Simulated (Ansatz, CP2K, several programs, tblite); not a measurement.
Energy against volume for a 2-atom cell of AgI started from a crystallographic database, at fixed shape and fractional coordinates, computed by several methods (PBE and r2SCAN, where shown, with plane waves in Ansatz); the cell shown is that of r2SCAN. The symmetry is F-43m (No. 216, cubic); conventional cell a = 6.577 Å, 35.57 Å³ an atom. Around Ag lie 4 I at 2.85 Å; around I lie 4 Ag at 2.85 Å. (Simulation; spin polarisation is off.) Energies count from each curve's lowest point; fits are third-order Birch-Murnaghan.

```xyz
2
Lattice="0.0000 3.2886 3.2886 3.2886 0.0000 3.2886 3.2886 3.2886 0.0000" Properties=species:S:1:pos:R:3 pbc="T T T"
Ag    0.0000    0.0000    0.0000
I     1.6443    1.6443    1.6443
```

r2SCAN, on the shape of its own relaxed cell:
```tsv
V (Å³/atom)	E (meV/atom)
33.433	13.18
34.500	3.07
35.567	0.00
36.634	2.77
37.701	10.35
```
V₀ = 35.56 Å³ an atom and B₀ = 29 GPa.

**Question.** PBE, on the shape of its own relaxed cell, gives

| V (Å³/atom) | E (meV/atom) |
| --- | --- |
| 34.271 | 11.56 |
| 35.364 | 2.56 |
| 36.458 | 0.00 |
| 37.552 | 2.73 |
| 38.646 | 9.86 |

What equilibrium volume and bulk modulus follow?

**Answer.** V₀ = 36.41 Å³ an atom and B₀ = 26 GPa.

PBE/SZV (CP2K), on the shape of the cell shown:
```
V (Å³/atom)  E (meV/atom)
     31.299        272.99
     33.433        144.14
     35.567         64.10
     37.701         19.28
     39.835          0.00
```
The lowest point is an end point, so the minimum isn't bracketed.

GFN2-xTB (tblite), on the shape of the cell shown, as a cluster of 64 atoms at the zone centre:

| V (Å³/atom) | E (meV/atom) |
| --- | --- |
| 31.299 | 160.80 |
| 33.433 | 62.19 |
| 35.567 | 13.04 |
| 37.701 | 0.00 |
| 39.835 | 13.00 |

V₀ = 37.59 Å³ an atom and B₀ = 35 GPa.

PBE/DZVP (CP2K), on the shape of the cell shown:
```csv
V (Å³/atom),E (meV/atom)
31.299,115.77
33.433,42.91
35.567,8.23
37.701,0.00
39.835,10.17
```
V₀ = 37.46 Å³ an atom and B₀ = 25 GPa.
